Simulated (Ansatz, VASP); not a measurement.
One calculation of In, two programs

```
In
1.0
     3.08684    0.00000    0.00000
     0.00000    3.08684    0.00000
     0.00000    0.00000    3.08684
In
1
Direct
  0.00000 0.00000 0.00000
```

Alike in both runs: functional PBE; k mesh 12 × 12 × 12; occupations fermi-dirac, width 0.03 eV; no spin polarisation.

Ansatz relaxed the structure, and its values are those at the end. VASP's run is a single point on that final structure, the one shown.

|  | VASP | Ansatz |
| --- | --- | --- |
| version | VASP 6.6.1 | Ansatz 0.2.0 |
| potentials or method | VASP PAW PBE potentials, release 64 (In_d) | PAW with Ansatz's default frozen-core files, scalar-relativistic |
| plane-wave cutoff (eV) | 520 | 420 |
| valence electrons in the cell | 13 | 13 |

```csv
,VASP,Ansatz,Ansatz less VASP
pressure (GPa),0.0,0.0,+0.02
```

The functional is the same, so the differences come from potentials, cutoffs and numerics.
